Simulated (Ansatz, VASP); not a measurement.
## Pd in VASP and in Ansatz

```
Pd
1.0
     2.83826    0.00000    0.00000
    -1.41913    2.45801    0.00000
     0.00000    0.00000    4.71968
Pd
2
Cartesian
  0.0000 1.6387 1.1799
  1.4191 0.8193 3.5398
```

Change from the starting cell: volume scaled by 1.06.

Alike in both runs: task single point; functional PBEsol; k mesh 11 × 11 × 6; occupations fermi-dirac, width 0.05 eV; no spin polarisation.

```csv
,VASP,Ansatz
version,VASP 6.6.1,Ansatz 0.2.0
potentials or method,"VASP PAW PBE potentials, release 64 (Pd)",Ansatz PAW
plane-wave cutoff (eV),520,420
valence electrons in the cell,20,36
```

VASP gave:

```
gap on the k mesh at the Fermi level (eV)       : none
pressure (GPa)                                  : -17.4
largest component of the traceless stress (GPa) : 0.26
```

Q: What did Ansatz give for the same quantities?

A: gap on the k mesh at the Fermi level (eV): none; pressure (GPa): -17.2; largest component of the traceless stress (GPa): 0.32.

A gap of «none» marks a metal or a gap that the smearing closes. The two sets of potentials don't hold the same shells in valence.

Caveats: the PAW data sets were made with another functional, which shifts forces and pressure a little (VASP); the PAW data sets come from PBE, with cores solved anew for the run's functional, which leaves a small shift of forces and pressure (Ansatz).
